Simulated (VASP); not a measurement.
# InAs: molecular dynamics with a thermostat

InAs, F-43m (no. 216), 8 atoms in the cell. PBE, molecular dynamics; PAW potentials In, As (PBE set).

Ensemble: NVT; Target temperature (K): 600.

## Input

INCAR:
```
GGA = PE
PREC = Normal
ENCUT = 210
EDIFF = 1E-5
NELMIN = 4
NELM = 60
ALGO = Normal
LREAL = Auto
LASPH = T
ISMEAR = 0
SIGMA = 0.05
ISYM = 0
LWAVE = F
LCHARG = F
IBRION = 0
NSW = 80
POTIM = 3.0
TEBEG = 600
TEEND = 600
ISIF = 2
MDALGO = 1
ANDERSEN_PROB = 0.05
RANDOM_SEED = 436070 0 0
KPAR = 2
```

KPOINTS:
```
k-points
0
Monkhorst-Pack
  2 2 2
```

POSCAR:
```
InAs
1.0
    6.0360000000      0.0000000000      0.0000000000
    0.0000000000      6.0360000000      0.0000000000
    0.0000000000      0.0000000000      6.0360000000
In As
4 4
Direct
    0.0000000000      0.0000000000      0.0000000000
    0.0000000000      0.5000000000      0.5000000000
    0.5000000000      0.0000000000      0.5000000000
    0.5000000000      0.5000000000      0.0000000000
    0.2500000000      0.2500000000      0.2500000000
    0.2500000000      0.7500000000      0.7500000000
    0.7500000000      0.2500000000      0.7500000000
    0.7500000000      0.7500000000      0.2500000000
```

Commands:
```
cat potpaw_PBE.64/In/POTCAR potpaw_PBE.64/As/POTCAR > POTCAR
mpirun -np 2 vasp_std > vasp.out
```

## Result

- Mean temperature (K): 426
- Rise of the mean potential energy above the start (meV/atom): 34.7
- Electronic steps per ionic step after the first: 4.3

Course of the run:

| Time (fs) | Temperature (K) | Potential energy less the first (meV/atom) |
|---|---|---|
| 3 | 600 | 0.0 |
| 21 | 308 | 18.1 |
| 39 | 350 | 38.2 |
| 57 | 578 | 43.7 |
| 75 | 405 | 51.0 |
| 93 | 444 | 41.1 |
| 111 | 478 | 37.3 |
| 132 | 211 | 46.7 |
| 150 | 418 | 31.2 |
| 168 | 364 | 22.1 |
| 186 | 395 | 28.0 |
| 204 | 486 | 34.0 |
| 222 | 637 | 31.7 |
| 240 | 374 | 53.0 |

REPORT:
```
MDALGO =   1
         ANDERSEN_PROB =  0.05000000
               SCALING =       0
                 CNEXP =     9.000   14.000
           RANDOM_SEED =            436070                0                0

   original number of atomic DOF:         21
   number of independent constraints:      0
   number of active DOF:                  21

========================================
         MD step No.       1
========================================

  Atomic velocities initialized by STEP_tb

  >Energies
                    E_tot             E_pot             E_kin               EPS                ES
   e_b>   -0.29437328E+02   -0.29980224E+02    0.54289572E+00    0.00000000E+00    0.00000000E+00

  >Temperature
               T_sim     T_inst
   tmprt>    600.000    600.000

  >Thermostat, num. of collisions:                0

           RANDOM_SEED =            436070              102                0

[... steps left out ...]

========================================
         MD step No.      80
========================================

  >Energies
                    E_tot             E_pot             E_kin               EPS                ES
   e_b>   -0.29217633E+02   -0.29555852E+02    0.33821912E+00    0.00000000E+00    0.00000000E+00

  >Temperature
               T_sim     T_inst
   tmprt>    600.000    373.795

  >Thermostat, num. of collisions:                1

           RANDOM_SEED =            436070             5000                0
```

OSZICAR:
```
N       E                     dE             d eps       ncg     rms          rms(c)
DAV:   1     0.830052670898E+02    0.83005E+02   -0.65772E+03   168   0.570E+02
DAV:   2    -0.235095309937E+02   -0.10651E+03   -0.10211E+03   212   0.132E+02
DAV:   3    -0.311556503211E+02   -0.76461E+01   -0.75439E+01   203   0.385E+01
DAV:   4    -0.313015147532E+02   -0.14586E+00   -0.14541E+00   206   0.567E+00
DAV:   5    -0.313049577584E+02   -0.34430E-02   -0.34424E-02   206   0.737E-01    0.100E+01
DAV:   6    -0.302002790471E+02    0.11047E+01   -0.18349E+00   188   0.480E+00    0.579E+00
DAV:   7    -0.299864653639E+02    0.21381E+00   -0.10083E+00   200   0.355E+00    0.131E+00
DAV:   8    -0.299778607985E+02    0.86046E-02   -0.92909E-02   193   0.126E+00    0.541E-01
DAV:   9    -0.299805380727E+02   -0.26773E-02   -0.12860E-02   203   0.590E-01    0.132E-01
DAV:  10    -0.299800634172E+02    0.47466E-03   -0.18428E-03   198   0.188E-01    0.499E-02
DAV:  11    -0.299802445152E+02   -0.18110E-03   -0.87025E-04   188   0.126E-01    0.627E-02
DAV:  12    -0.299802231733E+02    0.21342E-04   -0.10657E-04   203   0.414E-02    0.814E-03
[... left out ...]
     77 T=   574. E= -.29149865E+02 F= -.29669150E+02 E0= -.29669150E+02  EK= 0.51928E+00 SP= 0.00E+00 SK= 0.00E+00
     79 T=   494. E= -.29149587E+02 F= -.29596363E+02 E0= -.29596363E+02  EK= 0.44678E+00 SP= 0.00E+00 SK= 0.00E+00
[... last step whole ...]
       N       E                     dE             d eps       ncg     rms          rms(c)
DAV:   1    -0.295558453859E+02    0.40518E-01   -0.13719E-05   104   0.116E+00    0.584E-03
DAV:   2    -0.295558524478E+02   -0.70619E-05   -0.10189E-04   193   0.434E-02    0.478E-03
DAV:   3    -0.295558521372E+02    0.31053E-06   -0.14195E-06   144   0.710E-03    0.382E-03
DAV:   4    -0.295558516553E+02    0.48192E-06   -0.12441E-06   114   0.624E-03
     80 T=   374. E= -.29217633E+02 F= -.29555852E+02 E0= -.29555852E+02  EK= 0.33822E+00 SP= 0.00E+00 SK= 0.00E+00
```

Limits: 240 fs of 8 atoms are too short for converged averages.

VASP 6.6.1 took 164 s on 2 cores (Intel Xeon Platinum 8488C (Sapphire Rapids)), a shared host.
